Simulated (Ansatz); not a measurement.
The cell was built from the CdI2 type and relaxed in the same program, and has space group P-3m1; it needn't be a known or the stable phase.

Input and log of a run on WSe₂: DFT, PBE, all-electron LAPW, scalar-relativistic (Ansatz 0.2.0).

```yaml
crystal:
  lattice:
    - [3.299921411, 0.0, 0.0]
    - [-1.6499607055, 2.8578157724, 0.0]
    - [0.0, 0.0, 7.4879907098]
  atoms:
    - { symbol: W, position: [0.0, 0.0, 0.0] }
    - { symbol: Se, position: [0.3333333333, 0.6666666667, 0.22941846] }
    - { symbol: Se, position: [0.6666666667, 0.3333333333, 0.77058154] }
kpoints:
  mp_grid: { grid: [10, 10, 6] }
  band_path:
    path:
      - [0.0, 0.0, 0.0]
      - [0.5, 0.0, 0.0]
      - [0.3333333333, 0.3333333333, 0.0]
      - [0.0, 0.0, 0.0]
      - [0.0, 0.0, 0.5]
      - [0.5, 0.0, 0.5]
      - [0.3333333333, 0.3333333333, 0.5]
      - [0.0, 0.0, 0.5]
      - [0.5, 0.0, 0.5]
    npoints: 8
scf:
  occupations: { method: fermi_dirac, width: 0.08 }
hamiltonian:
  xc: pbe
  pseudopotentials: { kind: all_electron, lapw: { basis_error: 0.001 } }
output:
  forces: true
  stress: true
  eigenvalues: true
  populations: true
  dos: { projected: true, de: 0.2, e_range: [-14, 8] }
```

Output:

```
W: projections on atomic orbitals take those of the free atom 1s2 2s2 2p6 3s2 3p6 3d10 4s2 4p6 4d10 4f14 5s2 5p6 5d4 6s2, of charge +0.00 (hamiltonian.pseudopotentials.projection_atoms)
Se: projections on atomic orbitals take those of the free atom 1s2 2s2 2p6 3s2 3p6 3d10 4s2 4p4, of charge +0.00 (hamiltonian.pseudopotentials.projection_atoms)
LAPW: plane waves up to 8.889 Å⁻¹, error target 1.0e-3 eV per atom; small_component_spin mean_spin; Se in spheres of 1.221 Å, 24 of its electrons in bands, Dirac shells []; W in spheres of 1.344 Å, 44 of its electrons in bands, Dirac shells []
Engine: ansatz 0.2.0
Pseudopotentials: kind: all_electron
Pseudopotential: W, LAPW, valence charge 44, Koelling and Harmon's equation, gaussian nucleus
Pseudopotential: Se, LAPW, valence charge 24, Koelling and Harmon's equation, gaussian nucleus
Functional definition: PBE
  parameter kappa = 0.804
  parameter beta = 0.06672455060314922
  exchange = pbe_x(kappa = kappa, mu = beta*pi^2/3)
  correlation = pbe_c(beta = beta)
Crystal: 3 atoms, lattice volume = 70.616 Å³
Basis set: ecut = 301.0672337549588 eV, 861 PW (Γ), exchange–correlation at level 2
Bands: 56, of which v1, the nominal top of the filled ones, is band 46 counted from 1 (45 counted from 0)
Symmetry: 12 space group operations
Space group: P-3m1 (ITA 164), of the structure as read, at distance tolerance 4.1e-5 Å
k-points: 72 of 600
Non-local potential: W, projectors of the file, none
Non-local potential: Se, projectors of the file, none
Initial density: superposition of atomic densities (chi_scale 0.1, normalization cell, long waves kept (reshape's long-wave potential 0.20 eV rms))
Initial wavefunctions: plane waves of lowest kinetic energy (no species holds an atomic orbital)
Functional: x = pbe(κ = 0.804, μ = 0.2195149727645171), c = pbe(β = 0.06672455060314922)
iter 1 solved again at ethr=7.80e-4 eV; its pass at ethr=1.00e-1 eV (dr2=7.18e-1 eV) is discarded
SCF iter   1: F=—  HF=-571454.735433 eV  |F-HF|=—  |Δ(HF+E_count)|=         —  Δρ=2.36e-2  dr2=7.19e-1  ethr=7.80e-4  ⟨swp⟩=2.2  Hψ=24941  notcnv=0
preconditioner: auto → LDOS  [metal: Δε(μ)=0.086 eV  Ē_g=21.450 eV  σ=0.080 eV  W_gap=0.26  n_scr=36 (ndim 8)  ℏωp=25.0 eV  f_vac=0.250  D(μ)=0.99/eV (n_scr^D=2)  β→1.0]
SCF iter   2: F=—  HF=-571454.608259 eV  |F-HF|=—  |Δ(HF+E_count)|=   1.27e-1  Δρ=1.10e-2  dr2=3.10e-1  ethr=7.80e-4  ⟨swp⟩=3.0  Hψ=13168  notcnv=0
iter 3 solved again at ethr=1.40e-5 eV; its pass at ethr=3.37e-4 eV (dr2=1.29e-2 eV) is discarded
SCF iter   3: F=—  HF=-571454.500042 eV  |F-HF|=—  |Δ(HF+E_count)|=   1.08e-1  Δρ=2.32e-3  dr2=1.28e-2  ethr=1.40e-5  ⟨swp⟩=2.0  Hψ=20641  notcnv=0
SCF iter   4: F=—  HF=-571454.483123 eV  |F-HF|=—  |Δ(HF+E_count)|=         —  Δρ=9.31e-4  dr2=3.04e-3  ethr=1.40e-5  ⟨swp⟩=2.0  Hψ=11872  notcnv=0
the basis was enlarged: its passes take 295.6 KiB over the memory plan, 1 of 1 planned eigensolver slots
SCF iter   5: F=—  HF=-571454.481672 eV  |F-HF|=—  |Δ(HF+E_count)|=   1.45e-3  Δρ=3.28e-4  dr2=6.90e-5  ethr=3.31e-6  ⟨swp⟩=2.0  Hψ=11872  notcnv=0
SCF iter   6: F=—  HF=-571454.481695 eV  |F-HF|=—  |Δ(HF+E_count)|=   2.27e-5  Δρ=8.60e-5  dr2=6.54e-6  ethr=7.50e-8  ⟨swp⟩=3.0  Hψ=12085  notcnv=0
SCF iter   7: F=—  HF=-571454.481694 eV  |F-HF|=—  |Δ(HF+E_count)|=   9.08e-7  Δρ=1.84e-5  dr2=2.02e-7  ethr=7.11e-9  ⟨swp⟩=2.1  Hψ=11883  notcnv=0
SCF iter   8: F=-571454.481694 eV  HF=-571454.481694 eV  |F-HF|=4.26e-8  |Δ(HF+E_count)|=   2.31e-7  Δρ=4.11e-6  dr2=1.22e-8  ethr=2.20e-10  ⟨swp⟩=3.0  Hψ=12477  notcnv=0
SCF 1 converged in 8 iterations: F = -571454.481694 eV  dr2 = 1.22e-8
NSCF: frozen V_eff on 65 k-points
SCF converged after 8 iterations
Free energy (F): -571454.481694 eV
Harris-Foulkes:  -571454.481694 eV  (|F-HF|=4.26e-8)
Internal energy: -571454.459683 eV  (E = F + TS)
E sigma→0 (E₀):  -571454.470689 eV
Entropy (-TS):   -0.022011 eV (-7.337 meV/atom)
Fermi energy:    12.861402 eV
--- Per-component energies (eV) ---
  E_band       = -8147.277097
  E_kinetic    = 627268.213911
  E_xc         = -13624.772077
  E_electrostatic = -1185097.901516  (all electrons and nuclei)
  E_smearing   = -0.022011  (= −TS)
  E_closure    = 0.000000  (closes the sum)
  E_atoms      = -571435.132638  (free atoms, spherical and without spin; not in F)
  Σ components = -571454.481694   (vs F -571454.481694, Δ=0.00e0)
  Basis errors (estimates in eV, not in F): energy 4.3e-4 per atom: plane waves 3.8e-4 (2.2e-4 summed), levels above the bands 6.6e-58, relativity 6.7e-8, radial functions 4.8e-5, core shells 4.5e-8; eigenvalues (radial functions only) 1.3e-6; not estimated: angular momenta, meshes, grids; target (lapw.basis_error) 1.0e-3; muffin-tin radii Se 1.221 Å, W 1.344 Å
--- Forces (eV/Å), atoms counted from 1 ---
  atom   1  W     -0.00000000     0.00000000     0.00000000
  atom   2  Se     0.00000000     0.00000000    -0.00115677
  atom   3  Se     0.00000000    -0.00000000     0.00115677
  max |Σ_I F_I| component: 4.21e-30 eV/Å
--- Stress (GPa, compression-positive) ---
        0.018595       0.000000       0.000000
        0.000000       0.018595       0.000000
        0.000000       0.000000       0.002336
  P = ⅓ Tr σ = 0.0132 GPa (0.132 kbar)
--- Band table (eV; the first three rows and the last of 72) ---
  k-point 0: bands = ["-406.0309", "-406.0309", "-406.0011", "-221.0969", "-221.0969", "-221.0654", "-221.0654", "-221.0581", "-195.7901", "-195.7901", "-135.2710", "-135.2710", "-135.2710", "-135.2710", "-135.2298", "-135.2298", "-61.9443", "-35.4932", "-35.4932", "-35.4928", "-35.4928", "-35.4649", "-35.4649", "-35.4647", "-35.4647", "-35.4521", "-35.4518", "-26.1489", "-26.1331", "-26.1331", "-16.2744", "-16.2586", "-16.2432", "-16.2432", "-16.2173", "-16.2173", "-16.2105", "-2.5762", "-1.4555", "5.7724", "9.5119", "9.5119", "10.0723", "11.3433", "12.1826", "12.1826", "13.0553", "13.0553", "16.2182", "16.2182", "16.7701", "18.7126", "21.1995", "22.4452", "22.4452", "23.9142"]
  k-point 1: bands = ["-406.0309", "-406.0309", "-406.0011", "-221.0969", "-221.0969", "-221.0654", "-221.0654", "-221.0581", "-195.7901", "-195.7901", "-135.2710", "-135.2710", "-135.2710", "-135.2710", "-135.2298", "-135.2298", "-61.9443", "-35.4932", "-35.4932", "-35.4928", "-35.4928", "-35.4649", "-35.4649", "-35.4647", "-35.4647", "-35.4520", "-35.4518", "-26.1489", "-26.1331", "-26.1331", "-16.2744", "-16.2586", "-16.2432", "-16.2432", "-16.2172", "-16.2172", "-16.2105", "-2.5664", "-1.4720", "5.8401", "9.5124", "9.5124", "9.7927", "11.5400", "12.1823", "12.1823", "13.0509", "13.0509", "16.2284", "16.2284", "17.0061", "18.7226", "20.8088", "22.4534", "22.4534", "23.6416"]
  k-point 2: bands = ["-406.0309", "-406.0309", "-406.0011", "-221.0969", "-221.0969", "-221.0654", "-221.0654", "-221.0581", "-195.7901", "-195.7901", "-135.2710", "-135.2710", "-135.2710", "-135.2710", "-135.2298", "-135.2298", "-61.9443", "-35.4932", "-35.4932", "-35.4928", "-35.4928", "-35.4649", "-35.4649", "-35.4647", "-35.4647", "-35.4520", "-35.4518", "-26.1489", "-26.1331", "-26.1331", "-16.2744", "-16.2586", "-16.2432", "-16.2432", "-16.2172", "-16.2172", "-16.2105", "-2.5461", "-1.5057", "5.9881", "9.3503", "9.5135", "9.5135", "11.8012", "12.1819", "12.1819", "13.0420", "13.0420", "16.2489", "16.2489", "17.6617", "18.7347", "19.8982", "22.4692", "22.4692", "23.2809"]
  k-point 71: bands = ["-406.0309", "-406.0309", "-406.0011", "-221.0969", "-221.0969", "-221.0654", "-221.0654", "-221.0581", "-195.7901", "-195.7901", "-135.2711", "-135.2711", "-135.2711", "-135.2711", "-135.2298", "-135.2298", "-61.9337", "-35.4917", "-35.4909", "-35.4902", "-35.4900", "-35.4665", "-35.4660", "-35.4660", "-35.4652", "-35.4497", "-35.4497", "-26.3049", "-26.2632", "-26.0996", "-16.2675", "-16.2672", "-16.2427", "-16.2418", "-16.2199", "-16.2192", "-16.2074", "-0.3885", "-0.3009", "6.6903", "7.2602", "7.6800", "8.5397", "8.9622", "9.0447", "12.9347", "13.1479", "14.1075", "15.7712", "16.7331", "18.2478", "19.3567", "19.6194", "20.6661", "23.5292", "23.6212"]
--- Löwdin populations: 3 sites ---
  site symbol       q [e]
     0      W     73.6029
     1     Se     34.0999
     2     Se     34.0999
  spilling = 0.001389 (of n_electrons = 142.000000)
```
